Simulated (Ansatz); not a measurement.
The compound is RuCl2 (1T sheet).

The cell holds 3 atoms: 1 Ru and 2 Cl. Its edges and angles: a = 3.515 Å, b = 3.515 Å, c = 30.112 Å, α = 90.0°, β = 90.0°, γ = 120.0°. Vacuum lies along c.

```xyz
3
Lattice="0.0000 2.4854 2.4854 2.4854 -2.4854 0.0000 17.3850 17.3850 -17.3850" Properties=species:S:1:pos:R:3
Ru    5.5298    5.5298   -5.5298
Cl    7.8723    5.3869   -5.3869
Cl    5.6728    5.6728   -3.1874
```

The structure was relaxed with LDA. The structure was generated from a model, not taken from a measurement. The runs that relaxed it are not among those shown. The program's search for lower electronic states was switched off, so nothing shows that the state found is the lowest. PAW set soft_2, made with PBE.

A constrained-RPA run (Ansatz 0.2.0; non-magnetic LDA; Ru t2g, bands v3 to v1, 6×6×1 mesh, medium accuracy) builds 3 functions on bands 1.5 eV wide, with 6.0 electrons in the window. The bare on-site interaction is 12.5 eV and the bare J 0.45 eV.

Q: Estimate U, U′ and J.

On the Ru t2g shell, U = 2.88 eV (23 % of the bare value), U′ = 2.22 eV, J = 0.30 eV.

The parent state is non-magnetic and the interaction static (zero frequency); U depends on the window and the orbitals, so it belongs to this model alone.

[Paths, hosts, dates, memory and timing lines, banners, echoed tables and standing remarks are left out of the program output.]

[Logs are printed without paths, hosts, clocks, repeated set-up lines and the standing remarks that a program may print on its own settings, such as how far it seeks lower states.]

[Runs of the session that timed out or met a known fault of the program may be left out.]

[Hosts, paths, dates, database ids (printed as entryN), source tags and the programs' standing remarks are cut or masked in the printed files.]
